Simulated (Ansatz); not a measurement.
A series in volume scale on HfO2

Results calculated with Ansatz 0.2.0, not measured. Periodic Kohn-Sham DFT of a crystal at fixed atoms, scaled to volume_scale times the given cell; pressure positive in compression, energy less spherical unpolarised free atoms, largest_vzz the field gradient of largest size among the nuclei.

The cell before it is scaled or strained (space group Fm-3m, No. 225):
```
CELL_PARAMETERS angstrom
0.00000 2.55750 2.55750
2.55750 0.00000 2.55750
2.55750 2.55750 0.00000
ATOMIC_POSITIONS crystal
Hf 0.00000 0.00000 0.00000
O 0.25000 0.25000 0.25000
O 0.75000 0.75000 0.75000
```

Settings of every row: method all-electron PAW; functional PBE; relativity scalar; k mesh 9x9x9; filling fermi-dirac; smearing width 0.01 eV; nucleus gaussian.

Atom start moment: 0 on all atoms.

Limits: no spin-orbit coupling on heavy atoms.

```
row  volume scale  V (Å³/atom)  pressure (GPa)
  1          0.94       10.483          14.186
  2          0.96       10.706               ?
  3          0.98       10.929           2.515
  4          0.99       11.041          -0.037
  5          1.01       11.264          -4.754
  6          1.02       11.375          -6.932
  7          1.04       11.598         -10.958
  8          1.06       11.821          -14.58
```

Question: what pressure should row 2 give?

Worked fit of pressure. Take u = (V_r/V)^(2/3) − 1 with V_r = 11.264 Å³ an atom, which is twice the finite (Eulerian) strain; such expansions in the strain, on which the Birch-Murnaghan equation of state is built, carry the rest volume and the bulk modulus. The shown rows have u = 0.04907, 0.02033, 0.01342, 0, -0.00652, -0.01929, -0.03167. Least squares give pressure = −4.7587 + 338.906 × u + 928.64 × u² + 660.1 × u³ GPa; a parabola predicts inner rows, each left out in turn, worse (root mean square 0.013 against 0.0081 GPa). The rows lie off it by 0.001, -0.006, 0.005, 0.005, -0.003, -0.003, 0.001 (root mean square 0.0039 GPa). The pressure vanishes at u = 0.0135, or V = 11.04 Å³ an atom, and there the bulk modulus at fixed shape and fractions is B = −V dP/dV = (2/3)(1 + u) dP/du = 246 GPa. The withheld row has u = 0.03445, so the fit gives −4.7587 + 338.906 × (0.03445) + 928.64 × (0.03445)² + 660.1 × (0.03445)³ = 8.046 GPa.

The calculation gave 8.042 GPa. The fit lies 0.004 GPa (0.014 % of the column's range) above it; its largest miss of a shown row is 0.006 GPa.
